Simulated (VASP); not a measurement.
Here is a VASP 6.6.1 calculation.

File INCAR:

```
SYSTEM = Bi
AGGAC    = 0.0          
ALGO     = Normal         ! electronic algorithm
EDIFF    = 1E-7           ! SCF threshold, eV
EDIFFG   = -0.005         ! ionic threshold
ENCUT    = 600            ! plane-wave cutoff, eV
GGA      = MK             ! functional
IBRION   = 2              ! ionic algorithm
ISIF     = 3              ! what is computed and relaxed
ISMEAR   = 1              ! smearing method
LASPH    = .True.         ! aspherical terms in the spheres
LCHARG   = .False.        ! write CHGCAR
LREAL    = .False.        ! projectors in reciprocal space
LUSE_VDW = .True.       
LWAVE    = .False.        ! write WAVECAR
NELM     = 80             ! most SCF steps
NSW      = 90             ! ionic steps
PARAM1   = 0.1234       
PARAM2   = 0.711357     
PREC     = Accurate       ! precision mode
SIGMA    = 0.1            ! smearing width, eV
ZAB_VDW  = -1.8867
```

KPOINTS

```
k-points
0
Gamma
  12 12 10
  0 0 0
```

The input POSCAR:

```
Bi                                      
1.0
    2.2774325623      1.3148763076      3.9837142257
   -2.2774325623      1.3148763076      3.9837142257
   -0.0000000000     -2.6297526050      3.9837142257
  Bi            
     2
Direct
     0.2351969701241002    0.2351969701241002    0.2351969701240869
     0.7648030298758999    0.7648030298758999    0.7648030298759131
```

Potentials or basis: VASP PAW PBE potentials, release 64 (Bi_d).

The run is started by

```console
$ cat potpaw_PBE.64/Bi_d/POTCAR > POTCAR
$ mpirun -np 1 vasp_std > vasp.out
```

Q: What does it give for the relaxed cell?

A: a = 4.767 Å, b = 4.767 Å, c = 4.767 Å, α = 57.12°, β = 57.12°, γ = 57.12°.

Q: What does it give for the space group after relaxing (to 0.05 Å)?

A: R-3m (No. 166).

Q: Estimate the band gap on the k mesh.

A: None (metal or under the smearing width).

Q: Predict the relaxed volume.

A: 35.77 Å³/atom.

Final structure:
```
Bi
1.0
     2.27911    1.31584    3.97530
    -2.27911    1.31584    3.97530
     0.00000   -2.63169    3.97530
Bi
2
Direct
  0.23533 0.23533 0.23533
  0.76467 0.76467 0.76467
```

Caveat: the PAW data sets were made with another functional, which shifts forces and pressure a little; spin-orbit coupling is left out, which moves the levels of the heavy elements.
